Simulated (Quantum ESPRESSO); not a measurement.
Input of a Quantum ESPRESSO 7.5 run:

The input pw.in:

```
&CONTROL
  calculation = 'scf'
  prefix = 'pwscf'
  outdir = './tmp'
  pseudo_dir = './pseudo'
  tprnfor = .true.
  tstress = .true.
  disk_io = 'nowf'
/
&SYSTEM
  ibrav = 0
  nat = 6
  ntyp = 2
  ecutwfc = 55
  ecutrho = 440
  nbnd = 35
  occupations = 'smearing'
  smearing = 'fd'
  degauss = 0.00367493
/
&ELECTRONS
  conv_thr = 1.2d-09
  electron_maxstep = 120
  mixing_beta = 0.5
/
ATOMIC_SPECIES
Cu    63.5460 Cu.paw.z_11.ld1.psl.v1.0.0-low.upf
O     15.9990 O.pbe-n-kjpaw_psl.0.1.UPF
CELL_PARAMETERS angstrom
   4.1609370000    0.0000000000    0.0000000000
   0.0000000000    4.1609370000    0.0000000000
   0.0000000000    0.0000000000    3.8876430000
ATOMIC_POSITIONS crystal
Cu     0.5046300000    0.0054650000    0.4890610000
Cu    -0.0012760000    0.4995070000    0.4936580000
Cu     0.0108300000   -0.0044230000    0.0000840000
O      0.0034590000   -0.0051740000    0.5022680000
O      0.5044770000   -0.0063950000   -0.0007210000
O      0.0000170000    0.4958090000    0.0091190000
K_POINTS automatic
7 7 7 0 0 0
```

Potentials or basis: SSSP 1.3 efficiency PBE.

Launch:

```sh
$ OMP_NUM_THREADS=1 pw.x -in pw.in > pw.out
```

(1) Predict the largest force.

(2) Predict the band gap on the k mesh.

(3) What does it give for the pressure?

Results:

(1) 0.796 eV/Å.

(2) none (metal or under the smearing width).

(3) 1.9 GPa.

Caveat: an odd number of electrons without spin polarisation forces a metal; a magnetic or distorted state may lie lower; the run has no spin polarisation, though such a crystal can be magnetic; semilocal functionals often make such compounds metallic where correlation or magnetic order opens a gap, which also shifts bond lengths.
